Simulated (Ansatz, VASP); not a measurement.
AlN: VASP beside Ansatz

```
Al N
1.0
     3.08862    0.00000   -0.15443
    -1.54431    2.67482    0.07722
    -0.24718    0.00000    4.81159
Al N
2 2
Direct
  0.33910 0.66690 0.99912
  0.67219 0.33310 0.49912
  0.32872 0.66873 0.38588
  0.65999 0.33127 0.88588
```

Change from the starting cell: engineering shear strain xz -0.1000, normal strain along z -0.0267.

Alike in both runs: functional LDA; k mesh 9 × 9 × 6; occupations gaussian, width 0.05 eV; no spin polarisation.

Ansatz relaxed the structure, and its values are those at the end. VASP's run is a single point on that final structure, the one shown.

```csv
,VASP,Ansatz
version,VASP 6.6.1,Ansatz 0.2.0
potentials or method,"VASP PAW LDA potentials, release 64 (Al, N)","scalar-relativistic, plane waves, PAW"
plane-wave cutoff (eV),520,520
valence electrons in the cell,16,16
```

|  | VASP | Ansatz | Ansatz less VASP |
| --- | --- | --- | --- |
| gap on the k mesh at the Fermi level (eV) | 4.17 | 4.16 | -0.007 |
| least direct gap on the mesh (eV) | 4.17 | 4.16 | -0.007 |
| pressure (GPa) | 6.5 | 5.8 | -0.71 |
| rms of the force components (eV/Å) | 0.008 | 0.003 | -0.0047 |

Ansatz warned: «pseudo_functional_mismatch».

Caveats: an odd mesh through Γ misses points on the zone boundary, where band edges often lie.
